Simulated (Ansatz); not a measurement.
## BaTiO3 under changes of volume

One of the cells (12.856 Å³/atom); the others are scaled copies at fixed shape and fractional positions:

```
Ba Ti O
1.0
     3.99980    0.00000    0.00000
     0.00000    3.99980    0.00000
     0.00000    0.00000    4.01800
Ba Ti O
1 1 3
Cartesian
  0.0000 0.0000 0.0000
  1.9999 1.9999 1.9688
  0.0000 1.9999 2.0773
  1.9999 0.0000 2.0773
  1.9999 1.9999 0.0763
```

```yaml
Program: Ansatz 0.2.0
Functional: PBE
Potentials_or_basis: Ansatz PAW earlier set
Cutoff: "930 eV (not typed: the program's choice for these potentials)"
k_mesh: 7 × 7 × 7
Occupations: fermi-dirac, width 0.05 eV
Spin: no spin polarisation
```

```csv
volume (Å³/atom),energy over the lowest point (meV/atom),pressure (GPa),gap on the mesh (eV),largest force (eV/Å)
12.085,40.71,14.6,2.07,0.154
12.342,?,?,?,?
12.599,8.00,6.1,1.97,0.185
12.856,1.24,2.4,1.92,0.311
13.113,0.00,-0.8,1.88,0.429
13.371,3.72,-3.8,1.83,0.539
13.628,11.89,-6.4,1.79,0.642
```

Question: What does the run at 12.342 Å³/atom give?

Answer: Energy over the lowest point 20.92 meV/atom; pressure 10.1 GPa; gap on the mesh 2.02 eV; largest force 0.088 eV/Å.

Worked out: A Birch-Murnaghan fit of order 3 (a polynomial in V^(-2/3)) to the other rows has its minimum at 13.05 Å³/atom with B0 = V·E''(V) = 161 GPa and B' = 4.5 at fixed shape and positions, which overstates the stiffness. It gives 20.92 meV/atom at 12.342 Å³/atom, against the run's 20.92, and -dE/dV = 10.1 GPa, against 10.1. A straight line through the other rows of the gap, of slope -2.33 eV per unit of ln V, gives 2.02 eV, against the run's 2.02.

Energies are extrapolated to zero smearing.

Caveats: odd divisions of the mesh miss points on the zone boundary, where band edges often lie, so the gap on the mesh can be too wide; spin-orbit coupling is left out, which moves the levels of the heavy elements.

A mesh can miss the band edges.
